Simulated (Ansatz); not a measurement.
Input and command of a calculation in Ansatz (plane waves; scalar-relativistic PAW potentials unless the input names others):

```yaml
crystal:
  lattice:
    - [2.6817143368, -1.5516999348, -0.1337313467]
    - [2.6817143368, 1.5516999348, -0.1337313467]
    - [-1.8354557748, 0.0, 7.018980725]
  atoms:
    - { symbol: F, position: [0.0827347259, 0.0827347259, 0.0951896344] }
    - { symbol: F, position: [0.9172652741, 0.9172652741, 0.9048103656] }
    - { symbol: F, position: [0.4955834807, 0.4955834807, 0.5953442232] }
    - { symbol: F, position: [0.5044165193, 0.5044165193, 0.4046557768] }
basis:
  ecutwfc: "350 eV"
kpoints:
  mp_grid: { grid: [8, 8, 4] }
hamiltonian:
  xc: r2scan
  dispersion: d3bjatm
scf:
  occupations: { method: gaussian, width: 0.02 }
  mixing: { preconditioner: kerker_dos }
output:
  forces: true
  eigenvalues: true
  stress: true
```

```bash
ansatz run input.yaml --threads 1 --pin off --max-ram 2560MiB --backend cpu --events-out ev --progress --plain --runs-dir out
```

Abridged log:
```
Warning: basis.ecutwfc = 350 eV is below the records' recommended 500 eV, and the density's cutoff is lower with it unless basis.ecutrho_ratio is high enough to keep the records' density cutoff: compare with a run at a higher cutoff
Basis set: ecut = 350 eV, 865 PW (Γ), exchange–correlation on 80×80×180 points (64 copies of the dense FFT grid, shifted against one another)
Bands: 18, of which v1, the nominal top of the filled ones, is band 14 counted from 1 (13 counted from 0)
Symmetry: 4 space group operations
k-points: 78 of 256
SCF iter   1: F=—  HF=-3227.202620 eV  |F-HF|=—  |Δ(HF+E_count)|=         —  Δρ=1.08e-2  dr2=1.19e-2  dr2_τ=2.41e-1  ethr=1.77e-3  ⟨swp⟩=5.6  Hψ=6544  notcnv=0
SCF iter   2: F=—  HF=-3227.232165 eV  |F-HF|=—  |Δ(HF+E_count)|=   2.95e-2  Δρ=5.33e-3  dr2=2.88e-3  dr2_τ=2.32e-3  ethr=4.26e-5  ⟨swp⟩=3.8  Hψ=3513  notcnv=0
SCF iter   3: F=—  HF=-3227.234043 eV  |F-HF|=—  |Δ(HF+E_count)|=   1.88e-3  Δρ=4.07e-4  dr2=4.67e-5  dr2_τ=2.14e-5  ethr=1.03e-5  ⟨swp⟩=3.0  Hψ=2808  notcnv=0
SCF iter   4: F=—  HF=-3227.234055 eV  |F-HF|=—  |Δ(HF+E_count)|=   1.20e-5  Δρ=9.67e-5  dr2=2.51e-6  dr2_τ=1.19e-6  ethr=1.67e-7  ⟨swp⟩=2.0  Hψ=2183  notcnv=0
SCF iter   5: F=—  HF=-3227.234057 eV  |F-HF|=—  |Δ(HF+E_count)|=   1.96e-6  Δρ=3.06e-5  dr2=1.48e-7  dr2_τ=1.10e-7  ethr=8.95e-9  ⟨swp⟩=2.0  Hψ=2454  notcnv=0
SCF iter   6: F=-3227.234057 eV  HF=-3227.234057 eV  |F-HF|=2.27e-8  |Δ(HF+E_count)|=   5.71e-7  Δρ=9.66e-6  dr2=1.86e-8  dr2_τ=7.54e-9  ethr=3.57e-10  ⟨swp⟩=5.0  Hψ=5313  notcnv=0
SCF 1 converged in 6 iterations: F = -3227.234057 eV  dr2 = 1.86e-8
SCF converged after 6 iterations
Free energy (F): -3227.234057 eV
Harris-Foulkes:  -3227.234057 eV  (|F-HF|=2.27e-8)
Internal energy: -3227.234057 eV  (E = F + TS)
E sigma→0 (E₀):  -3227.234057 eV
Fermi energy:    -1.668335 eV
  E_disp       = -0.059988  (pairwise vdW)
--- Forces (eV/Å), atoms counted from 1 ---
  atom   1  F      0.00331605     0.00000000     0.01472625
  atom   2  F     -0.00331605     0.00000000    -0.01472625
  atom   3  F      0.00112215     0.00000000     0.01163617
  atom   4  F     -0.00112215     0.00000000    -0.01163617
--- Stress (GPa, compression-positive) ---
       -0.071483       0.000000      -0.003018
        0.000000      -0.098917       0.000000
       -0.003088       0.000000      -0.191685
  P = ⅓ Tr σ = -0.1207 GPa (-1.207 kbar)
```

Apart from outputs and empty bands, the input differs from a reference run on usual settings in scf.mixing.preconditioner: not typed → "kerker_dos"; basis.ecutwfc: 500 → "350 eV"; hamiltonian.dispersion: not typed → "d3bjatm". The reference, at the same geometry, gave pressure 0.00 GPa, largest force 0.002 eV/Å, gap on the mesh 3.69 eV. This run converged in 6 SCF iterations with an energy at zero smearing 93.55 meV/atom above the reference's (the Hamiltonian itself differs), pressure -0.12 GPa, largest force 0.015 eV/Å, gap on the mesh 3.68 eV. Its cutoff is looser than usual. The Hamiltonian differs as well, so the change in the result can't be put down to that alone.

Time: 10 s on 1 thread of Intel(R) Xeon(R) Processor @ 2.50GHz (Skylake/Cascade Lake) (shared host), peak memory 0.4 GiB.